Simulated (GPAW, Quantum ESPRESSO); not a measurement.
The As K edge of atom 2 in SbAs (Stibarsen, R-3m), with 6 Sb at 2.94 Å (octahedral, site symmetry -3m), was computed in 2 ways: excited-electron core hole (neutral cell) and no core hole. Program and functional: Quantum ESPRESSO XSpectra, PBE, Lorentzian half width 1.07 eV; cells of 2 and 8 atoms (the run without a hole in the smaller).

Each run is counted from its own lowest empty level or Fermi level and scaled to a mean of 1 over its first 20 eV.

```csv
E (eV),run 1,run 2
-2.0,0.20,0.21
-1.5,0.25,0.27
-1.0,0.33,0.35
-0.5,0.46,0.51
0.0,0.64,0.71
0.5,0.83,0.95
1.0,1.03,1.26
1.5,1.17,1.53
2.0,1.29,1.68
2.5,1.44,1.81
3.0,1.60,1.92
3.5,1.71,1.91
4.0,1.78,1.69
4.5,1.80,1.43
5.0,1.73,1.18
5.5,1.56,0.94
6.0,1.34,0.77
6.5,1.09,0.66
7.0,0.87,0.59
7.5,0.71,0.56
8.0,0.63,0.55
8.5,0.60,0.55
9.0,0.61,0.59
9.5,0.63,0.65
10.0,0.67,0.75
10.5,0.71,0.83
11.0,0.75,0.86
11.5,0.78,0.86
12.0,0.80,0.85
12.5,0.81,0.86
13.0,0.81,0.86
13.5,0.83,0.86
14.0,0.85,0.87
14.5,0.87,0.88
15.0,0.86,0.87
15.5,0.85,0.86
16.0,0.83,0.86
16.5,0.81,0.88
17.0,0.83,0.92
17.5,0.86,0.97
18.0,0.89,1.02
18.5,0.93,1.02
19.0,0.96,0.98
19.5,0.95,0.95
20.0,0.92,0.94
20.5,0.92,0.96
21.0,0.95,1.02
21.5,0.98,1.10
22.0,1.01,1.15
22.5,1.02,1.12
23.0,0.98,1.03
23.5,0.93,0.96
24.0,0.90,0.93
24.5,0.92,0.93
25.0,0.95,0.96
25.5,0.97,1.01
26.0,0.99,1.05
26.5,1.02,1.07
27.0,1.05,1.06
27.5,1.03,1.03
28.0,1.00,0.98
28.5,0.97,0.93
29.0,0.93,0.87
29.5,0.88,0.82
30.0,0.85,0.80
30.5,0.82,0.81
31.0,0.81,0.84
31.5,0.81,0.87
32.0,0.84,0.88
```

Question: Which run is which?

Run 1: no core hole (area from −2 to 6 eV 9.2, main maxima 4.3 eV (1.80), 19.3 eV (0.97), 22.1 eV (1.02) and 27.1 eV (1.05)). Run 2: excited-electron core hole (neutral cell) (area from −2 to 6 eV 9.3, main maxima 3.2 eV (1.96), 18.2 eV (1.03), 22.1 eV (1.15) and 26.4 eV (1.07)). With each curve scaled to its own mean, the area from −2 to 6 eV with the hole is 9.3 against 9.2, and the centre of weight from −1 to 20 eV moves by +0.0 eV (first and strongest maxima below 20 eV: 4.3 eV (1.80), 14.6 eV (0.87) and 19.3 eV (0.97) without the hole, 3.2 eV (1.96) and 18.2 eV (1.03) with it); the shape changes all the same, by 19 % r.m.s.

[Banner, clock and machine lines of the logs are left out without a mark of their own.]

[Logs are printed without paths, hosts, clocks, repeated set-up lines and the standing remarks that a program may print on its own settings, such as how far it seeks lower states.]

[Hosts, paths, dates, database ids (printed as entryN), source tags and the programs' standing remarks are cut or masked in the printed files.]

[Lists of maxima count a maximum above −3 eV only where it reaches 4 % of the highest in the window and stands out from its surroundings by 2 % of it (1.5 % where it reaches 55 %); shoulders and weaker maxima are passed over, and of the rest the first, up to two pre-edge ones and the few strongest are named.]
